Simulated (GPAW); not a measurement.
# Cu (P-1) in GPAW: single point with PBE

Aim: the single point of Cu with PBE.

All numbers are computed with GPAW 26.7.0; they aren't measurements. Logs are shortened: lines on timing, memory, paths and dates and some standing lists are left out, and cuts for length are marked. The log counts tension as positive stress, the text compression.

## Step 1: The cell of the first run

The typed cell holds 1 atom: a = 2.445 Å, b = 2.443 Å, c = 2.483 Å, α = 108.64°, β = 107.82°, γ = 111.63°.

This isn't the form of Cu at room conditions, which is fcc.

## Step 2: Single point, PBE (strain = 0.04; cell sheared at random, sigma 0.01, atoms nudged by 0.01 Å)

The input, run.py:

```python
from ase.dft.bandgap import bandgap
from ase.io import read, write
from ase.units import GPa
from gpaw import GPAW, PW

atoms = read('Cu.xyz')

calc = GPAW(mode=PW(600),
            xc='PBE',
            kpts={'size': (13, 13, 13), 'gamma': True},
            occupations={'name': 'fermi-dirac', 'width': 0.05},
            nbands=14,
            convergence={'density': 1e-05, 'energy': 1e-05},
            maxiter=150,
            txt='gpaw.txt')
atoms.calc = calc
energy = atoms.get_potential_energy()
forces = atoms.get_forces()
stress = atoms.get_stress()
calc.write('gs.gpw')
write('result.traj', atoms)
print(f'Energy: {energy:.6f} eV')
print('Forces (eV/A):')
print(forces.round(4))
print('Stress (GPa):', (stress / GPa).round(3))
print('Fermi level:', round(calc.get_fermi_level(), 4), 'eV')
print(f'Gap: {bandgap(calc)[0]:.4f} eV, direct: {bandgap(calc, direct=True)[0]:.4f} eV')
```

The input, Cu.xyz:

```xyz
1
Lattice="-1.4246995462 1.4352309748 1.3739820400 1.4193535920 -1.4390111340 1.3723068300 1.4539372972 1.4676569444 -1.3778349000" Properties=species:S:1:pos:R:3 pbc="T T T"
Cu     0.0000000000      0.0000000000      0.0000000000
```

Potentials or basis: GPAW PAW data sets (gpaw-data 1.2.1), pw.

Launch:

```console
> OMP_NUM_THREADS=1 python run.py
```

gpaw.txt:

```text
__  _  _
 | _ |_)|_||  |
 |__||  | ||/\| - 26.7.0

Input parameters:
  mode=PW(ecut=600.0),
  convergence={'density': 1e-05, 'energy': 1e-05},
  kpts=MonkhorstPack(size=(13, 13, 13), gamma=True),
  maxiter=150,
  nbands=14,
  occupations=Occupations(name='fermi-dirac', width=0.05),
  xc=XC(name='PBE')

Diagonalizing LCAO Hamiltonian
Converting LCAO to pw mode

       Cu

Atoms  # Å, Bohr magnetons
|   | symbol |        x |        y |        z |    initial magnetic moments |
|---|--------|----------|----------|----------|-----------------------------|
| 0 |     Cu | 0.000000 | 0.000000 | 0.000000 | ( 0.0000,  0.0000,  0.0000) |

Unit cell  # Å
| periodic |         x |         y |         z |  lengths |     angles |
|----------|-----------|-----------|-----------|----------|------------|
|      yes | -1.424700 |  1.435231 |  1.373982 | 2.444889 | 108.641057 |
|      yes |  1.419354 | -1.439011 |  1.372307 | 2.443060 | 107.821620 |
|      yes |  1.453937 |  1.467657 | -1.377835 | 2.483220 | 111.632280 |

Number of symmetries: 2
Symmetry operations  # r_c * U_cc + t_c -> r_c
|   | kind |            matrix            |
|---|------|------------------------------|
| 0 |  E   |  1, 0, 0,  0, 1, 0,  0, 0, 1 |
| 1 |  i   | -1, 0, 0,  0,-1, 0,  0, 0,-1 |

BZ-sampling:
  Number of BZ points: 2197
  Number of IBZ points: 1099

  Monkhorst-Pack size: [13, 13, 13]
  Monkhorst-Pack shift: [0, 0, 0]

K-points  # in reciprocal-cell coordinates
|      |                                coordinates |     weight |
|------|--------------------------------------------|------------|
|    0 | (  0.00000000,   0.00000000,   0.00000000) | 0.00045517 |
|    1 | (  0.00000000,   0.00000000,   0.07692308) | 0.00091033 |
|    2 | (  0.00000000,   0.00000000,   0.15384615) | 0.00091033 |
|    3 | (  0.00000000,   0.00000000,   0.23076923) | 0.00091033 |
|    4 | (  0.00000000,   0.00000000,   0.30769231) | 0.00091033 |
|    5 | (  0.00000000,   0.00000000,   0.38461538) | 0.00091033 |
|    6 | (  0.00000000,   0.00000000,   0.46153846) | 0.00091033 |
|    7 | (  0.00000000,   0.07692308,  -0.46153846) | 0.00091033 |
|    8 | (  0.00000000,   0.07692308,  -0.38461538) | 0.00091033 |
|    9 | (  0.00000000,   0.07692308,  -0.30769231) | 0.00091033 |
|  ... |                                            |            |
| 1098 | (  0.46153846,   0.46153846,   0.46153846) | 0.00091033 |

Plane wave coefficients: 398
Cutoff: 600.0 eV

Spin-components: 1 (collinear spins)
Bands:           14
Projectors:      6
Spin-degeneracy: 2
Datatype:        complex128

Parallelization:
  kpt:    1
  domain: 1
  band:   1

Density:
  Valence electrons: 11.0
  Components: 1
  Grid points: [14 14 15]
  Charge: 0.0  # |e|

Potential:
  Grid points: [14 14 15]

species:
  Cu:
    name:    Copper
    Z:       29.0
    valence: 11
    core:    18
    charge:  0.0  # [|e|]
    compensation charges:
      type: gauss
      rc: 0.33  # [Å]
      lmax: 2
    cutoffs:
      filter: 2.06  # [Å]
      core: 2.43  # [Å]
    projectors
    | kind |    occ | energy [eV] | rcut [Å] |
    |------|--------|-------------|----------|
    |   4s |  1.000 |      -4.609 |    1.164 |
    |   4p |  0.000 |      -0.698 |    1.164 |
    |   3d | 10.000 |      -5.039 |    1.058 |
    |    s |        |      22.603 |    1.164 |
    |    p |        |      26.513 |    1.164 |
    |    d |        |      22.172 |    1.058 |

    Using partial waves for Cu as LCAO basis

Reference energy: -45021.451841  # eV

eigensolver:
  PPCG
  Converge bands: occupied
  niter=2

density mixing:
  MSR1-Mixer
  Pratt-step length: 0.05
  Maximum mixing coefficient: 0.75
  Old densities: 10
  SVD Regularization: 0.005
  Good broyden scale: 1.0
  Trust region scale: 1.0
  Backstep threshold: 4.0
  History deletion threshold: 6.0
  Fourier metric: weight=20.0, sigma=0.015

occupation numbers:
  Fermi-Dirac:
    width: 0.0500  # eV

poisson solver:
  ecut: 4800.0  # eV

xc functional:
  name: PBE with 2 nearest neighbor stencil

convergence criteria:
- Maximum integral of absolute [dens]ity change: 1e-05 electrons / valence electron
- Maximum [total energy] change in last 3 cyles: 1e-05 eV / valence electron
- Maximum integral of absolute [eigenst]ate change: 4e-08 eV^2 / valence electron
maximum number of iterations: 150

SCF iterations
|iter     | |      energy | eigst |  dens |
|---------|-|-------------|-------|-------|
|iter:   1| |   -4.578853 | -0.44 |       |
|iter:   2| |   -4.218554 | -3.02 | -0.90 |
|iter:   3| |   -3.641280 | -1.93 | -1.00 |
|iter:   4| |   -3.631008 | -4.01 | -1.82 |
|iter:   5| |   -3.623709 | -3.49 | -1.96 |
|iter:   6| |   -3.623718 | -6.49 | -3.51 |
|iter:   7| |   -3.623716c| -6.06 | -3.52 |
|iter:   8| |   -3.623716c| -7.60c| -4.70 |
|iter:   9| |   -3.623716c| -8.51c| -5.36c|

Converged in 9 steps
Energy contributions relative to reference atoms: (reference = -45021.451841)

Energy contributions:
  Kinetic:         -10.457234
  Coulomb:           8.152490
  Zero:              0.053713
  External:          0.000000
  Xc:               -1.371471
  Entropy:          -0.002427
  Spinorbit:         0.000000
  ----------------------------
  Free energy:      -3.624929
  Extrapolated:     -3.623716

dipole moment: (-3.158814, -3.192146, -2.984066)  # |e|*Ang

Fermi level: 8.411
Eigenvalues  # (at kpt = [0.000, 0.000, 0.000])
| band index |      eig [eV] | occ [0-2] |
|------------|---------------|-----------|
|          0 |        -1.155 |     2.000 |
|          1 |         5.135 |     2.000 |
|          2 |         5.276 |     2.000 |
|          3 |         5.415 |     2.000 |
|          4 |         6.199 |     2.000 |
|          5 |         6.419 |     2.000 |
|          6 |        33.209 |     0.000 |
|          7 |        34.138 |     0.000 |
|          8 |        35.077 |     0.000 |
|          9 |        36.909 |     0.000 |
|         10 |        37.242 |     0.000 |
|         11 |        37.790 |     0.000 |
|         12 |        38.027 |     0.000 |
|         13 |        38.407 |     0.000 |

No gap
No difference between direct/indirect transitions

Forces  # eV/Ang
|       x |       y |       z |
|---------|---------|---------|
| 0.00000 | 0.00000 | 0.00000 |  # Cu   0

Stress tensor  # eV/Ang^3
|         x |         y |         z |
|-----------|-----------|-----------|
| -0.053976 |  0.016271 | -0.002595 |
|  0.016271 | -0.058952 | -0.001824 |
| -0.002595 | -0.001824 | -0.057407 |

# Writing to gs.gpw (mode='')
```

It took 81 s on 1 thread of Arm Neoverse V2, shared host; peak memory 0.29 GiB.

Results:

```yaml
Free_energy: -3.6249 eV
Pressure: 9.1 GPa
Band_gap_on_the_k_mesh: none (metal or under the smearing width)
```

Caveat: with this Cu data set, volumes or pressures lay over 1.5 % or 2 GPa off other programs in two to four cells of ten; the density grid can change from cell to cell, which puts small steps into energies and stress.
